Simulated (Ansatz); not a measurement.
Input and command of a calculation in Ansatz (plane waves; scalar-relativistic PAW potentials unless the input names others):

```yaml
crystal:
  lattice:
    - [0.2679004103, 2.2771534873, 2.2771534873]
    - [2.2771534873, 0.2679004103, 2.2771534873]
    - [2.2771534873, 2.2771534873, 0.2679004103]
  atoms:
    - { symbol: Mg, position: [0.0, 0.0, 0.0] }
    - { symbol: O, position: [0.5, 0.5, 0.5] }
basis:
  ecutwfc: 420
kpoints:
  mp_grid: { grid: [10, 10, 10] }
hamiltonian:
  xc: pbe
  pseudopotentials: { kind: nc }
scf:
  occupations: { method: gaussian, width: 0.05 }
  max_iter: 75
output:
  forces: true
  eigenvalues: true
  stress: true
magnetization:
  spin_polarized: true
  spin_orbit: true
```

```bash
ansatz run input.yaml --threads 1 --pin off --max-ram 2560MiB --backend cpu --events-out ev --progress --plain --runs-dir out
```

**Question.** Will this input run?

**Answer.** The program refuses it, because of spin-orbit coupling on scalar files and without noncollinear: true (magnetization: not typed → {"spin_polarized": true, "spin_orbit": true}; hamiltonian.pseudopotentials: not typed → {"kind": "nc"}). Without those keys it is accepted.

Abridged log:
```
Error: 2 input errors — fix all and re-run
  1. inconsistent input (magnetization.spin_orbit, magnetization.noncollinear): true requires noncollinear: true — spin–orbit coupling acts on 2-spinor wavefunctions; set both flags
  2. inconsistent input (magnetization.spin_orbit, hamiltonian.pseudopotentials.kind): true requires a fully-relativistic hamiltonian.pseudopotentials.kind (nc_fr or paw_fr), or kind: all_electron without datasets and azcp, which then solves Dirac's equation on LAPW. paw_fr resolves this project's PAW files (source: ansatz) by j as it reads them
```